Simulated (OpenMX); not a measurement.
Here is an OpenMX 3.8.5 calculation.

The input BaTiO3.dat:

```
System.CurrrentDirectory             ./
System.Name                          BaTiO3
DATA.PATH                            ./DFT_DATA13
level.of.stdout                      1
level.of.fileout                     1
Species.Number                       3
<Definition.of.Atomic.Species
  Ba  Ba10.0-s3p2d2          Ba_CA13
  Ti  Ti7.0-s3p2d2           Ti_CA13
  O   O6.0-s2p2d1            O_CA13
Definition.of.Atomic.Species>

Atoms.Number                         5
Atoms.SpeciesAndCoordinates.Unit     FRAC
<Atoms.SpeciesAndCoordinates
    1  Ba    0.0000000000    0.0000000000    0.0000000000   5.000  5.000
    2  Ti    0.5000000000    0.5124000000    0.5124000000   6.000  6.000
    3  O     0.5000000000    0.9918400000    0.5052400000   3.000  3.000
    4  O     0.5000000000    0.5052400000    0.9918400000   3.000  3.000
    5  O     0.0000000000    0.4874000000    0.4874000000   3.000  3.000
Atoms.SpeciesAndCoordinates>

Atoms.UnitVectors.Unit               Ang
<Atoms.UnitVectors
     3.9855000000    0.0000000000    0.0000000000
     0.0000000000    2.8369000000    2.8451500000
     0.0000000000   -2.8369000000    2.8451500000
Atoms.UnitVectors>

scf.XcType                           LDA
scf.SpinPolarization                 off
scf.ElectronicTemperature            580.226
scf.energycutoff                     400.0
scf.maxIter                          100
scf.EigenvalueSolver                 band
scf.Kgrid                            5 5 5
scf.Mixing.Type                      rmm-diisk
scf.Init.Mixing.Weight               0.05
scf.Min.Mixing.Weight                0.001
scf.Max.Mixing.Weight                0.3
scf.Mixing.History                   25
scf.Mixing.StartPulay                8
scf.criterion                        1.0e-8
scf.stress.tensor                    on
MD.Type                              nomd
Band.dispersion                      on
Band.Nkpath                          12
<Band.kpath
   10   0.000000  0.000000  0.000000    0.000000  0.498552 -0.498552  G X
    7   0.000000  0.498552 -0.498552    0.000000  0.000000 -0.500000  X S
    7   0.000000  0.000000 -0.500000   -0.500000  0.000000 -0.500000  S R
    7  -0.500000  0.000000 -0.500000   -0.500000  0.498552 -0.498552  R A
   10  -0.500000  0.498552 -0.498552   -0.500000  0.000000  0.000000  A Z
    7  -0.500000  0.000000  0.000000    0.000000  0.000000  0.000000  Z G
   10   0.000000  0.000000  0.000000    0.000000 -0.500000 -0.500000  G Y
    4   0.000000 -0.500000 -0.500000    0.000000 -0.498552 -0.501448  Y X1
    7   0.000000 -0.498552 -0.501448   -0.500000 -0.498552 -0.501448  X1 A1
    4  -0.500000 -0.498552 -0.501448   -0.500000 -0.500000 -0.500000  A1 T
    7  -0.500000 -0.500000 -0.500000    0.000000 -0.500000 -0.500000  T Y
   10  -0.500000  0.000000  0.000000   -0.500000 -0.500000 -0.500000  Z T
Band.kpath>
```

Potentials or basis: OpenMX 2013 LDA set, Ba10.0-s3p2d2, Ti7.0-s3p2d2, O6.0-s2p2d1, grid cutoff 400 Ry.

Command:

```sh
$ openmx BaTiO3.dat -nt 1 > BaTiO3.std
```

Q: Estimate the largest force.

A: 0.554 eV/Å.

Q: Estimate the band gap along the path.

A: 1.44 eV, indirect (least direct gap 1.73 eV).

Q: Predict the Mulliken charges.

A: Ba +1.37; Ti +0.00; O -0.46 e.

Forces on the atoms (eV/Å):
```
Ba   0.000  0.000  0.190
Ti   0.000  0.000  0.554
O    0.000 -0.052 -0.387
O    0.000  0.052 -0.387
O    0.000  0.000  0.040
```

Caveat: spin-orbit coupling is left out, which moves the levels of the heavy elements; the mesh misses the band edges, which the band path finds closer together; the basis of atomic orbitals isn't converged, which shifts pressures, moduli and gaps.
